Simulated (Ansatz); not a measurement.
**Relaxing AlNi**

These are results of DFT PBE, scalar-relativistic, plane waves, PAW (Ansatz 0.2.0), not measurements. Cutoff 420 eV, Γ-centred k mesh, Gaussian smearing, no spin polarisation in the final step.

The start is a database structure of AlNi, space group Pm-3m (No. 221).

```
CELL_PARAMETERS angstrom
2.85971 0.00000 0.00000
0.00000 2.85971 0.00000
0.00000 0.00000 2.85971
ATOMIC_POSITIONS crystal
Al 0.50000 0.50000 0.50000
Ni 0.00000 0.00000 0.00000
```

Steps on the 6×6×6 mesh (2 atoms). 4 of 4 steps are shown, and the free energy counts from the last. Trial steps that were taken back and renewals of the plane-wave basis can be among the rows.

```json
{"step": "1", "ΔF (meV/atom)": "8.2", "V (Å³/atom)": "11.69", "P (GPa)": "6.26"}
{"step": "2", "ΔF (meV/atom)": "1.5", "V (Å³/atom)": "11.94", "P (GPa)": "2.52"}
{"step": "3", "ΔF (meV/atom)": "0.2", "V (Å³/atom)": "12.11", "P (GPa)": "0.14"}
{"step": "4", "ΔF (meV/atom)": "0.0", "V (Å³/atom)": "12.11", "P (GPa)": "0.16"}
```

A final relaxation ran on a 20×20×20 mesh. The relaxed crystal, Pm-3m (No. 221):

```
Al Ni
1.0
     2.89330    0.00000    0.00000
     0.00000    2.89330    0.00000
     0.00000    0.00000    2.89330
Al Ni
1 1
Direct
  0.50000 0.50000 0.50000
  0.00000 0.00000 0.00000
```

- Volume per atom: 12.11 Å³
- Density: 5.87 g/cm³
- Energy over the elements: -0.65 eV/atom
- Gap on the 20×20×20 mesh: 0 eV (a metal)

The zero of energy is the elements' standard structures at the same level; no fitted shifts are applied.

The final run used a 20×20×20 mesh on its 2-atom cell and 0.10 eV smearing. For metals, differences of a few meV/atom aren't resolved.

A structure relaxed within its symmetry needn't be a true minimum.